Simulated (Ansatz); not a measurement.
**Si: reading a single point**

```
Si
1.0
     3.85732    0.00000    0.00000
    -2.00161    3.25372    0.00000
     0.00000    0.00000   40.34913
Si
16
Direct
  0.10435 0.83692 0.21066
  0.44596 0.48096 0.28981
  0.76491 0.13394 0.36747
  0.07486 0.72574 0.45006
  0.39128 0.33730 0.53079
  0.75030 0.98756 0.61053
  0.08127 0.59617 0.68915
  0.36126 0.20752 0.76741
  0.44955 0.52323 0.23016
  0.81061 0.15348 0.30880
  0.13648 0.76824 0.38804
  0.42288 0.37798 0.46668
  0.73593 0.00117 0.54819
  0.04938 0.59868 0.62834
  0.36827 0.23037 0.70915
  0.70565 0.84324 0.78934
```

The numbers come from plane-wave PAW DFT (Ansatz): m-r2SCAN, dipole correction along c with an applied field of 0.202 V/Å, no spin polarisation, 500 eV, 6×6×1 (shifted by 0, 0.5, 0 steps) k points, cold occupations (width 0.0115 eV). Nothing was relaxed.

(1) Is there a gap?

(2) Where is the largest force?

Origin: a slab in vacuum, so it need not be a known compound. Caveats: the exchange-correlation potential is rough where the density is thin; the k mesh is coarse if the cell is a metal; atoms or cell far from equilibrium; stress is the mean over slab and vacuum; m-r2SCAN is r2SCAN with a changed spin dependence that lowers moments.

Results:

(1) It is a metal, with about 7.2 states/eV a cell as the mean within 0.25 eV of the Fermi level, mostly Si p (85 %) and Si s (12 %).

(2) The largest is on Si6: 3.96 eV/Å, components (-0.11, -3.53, -1.78). It makes 172° with the line to a nearest neighbour, Si14 at 2.12 Å, pointing away from it.
